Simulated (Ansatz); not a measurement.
Band structure of NbC

```
Nb C
1.0
     0.00000    2.20000    2.20000
     2.20000    0.00000    2.20000
     2.20000    2.20000    0.00000
Nb C
1 1
Direct
  0.00000 0.00000 0.00000
  0.50000 0.50000 0.50000
```

Atoms are numbered in the order listed.

The geometry is COD entry 1011323, unchecked; take it as a test cell. It is an old determination, and later ones may differ.

Spin polarisation is left out, and whether a magnetic state lies lower isn't shown here.

Level of theory: DFT, PBE, all-electron LAPW, scalar-relativistic (Ansatz 0.2.0).

The runs use a Γ-centred 14×14×14 k mesh, Fermi–Dirac smearing of 0.05 eV, basis error target 1 meV/atom, no spin polarisation.

Points in fractions of the reciprocal vectors of this cell: Γ (0, 0, 0), X (0.5, 0, 0.5), U (0.625, 0.25, 0.625), K (0.375, 0.375, 0.75), L (0.5, 0.5, 0.5), W (0.5, 0.25, 0.75). The path joins them by straight lines in the order Γ–X–U–K–Γ–L–W–X; legs that retrace an earlier one aren't tabulated. Energies are in eV from the Fermi level.

Q: List the levels at Γ between -8 and 6 eV.

A: -1.46 (×3), -0.34 (×3), 0.33 (×2).

Q: List the levels at U between -8 and 6 eV.

A: -5.41, -4.34, -3.71, -0.39, 2.61, 3.60, 5.87.

Q: List the levels at X between -8 and 6 eV.

A: -4.51, -3.91, -1.39 (×2), 2.09, 3.43 (×2).

Q: What is the band gap?

A: none: with an odd electron count and no spin polarisation the bands can't all be full, a metal in this set-up (spin order or a larger cell could open a gap).
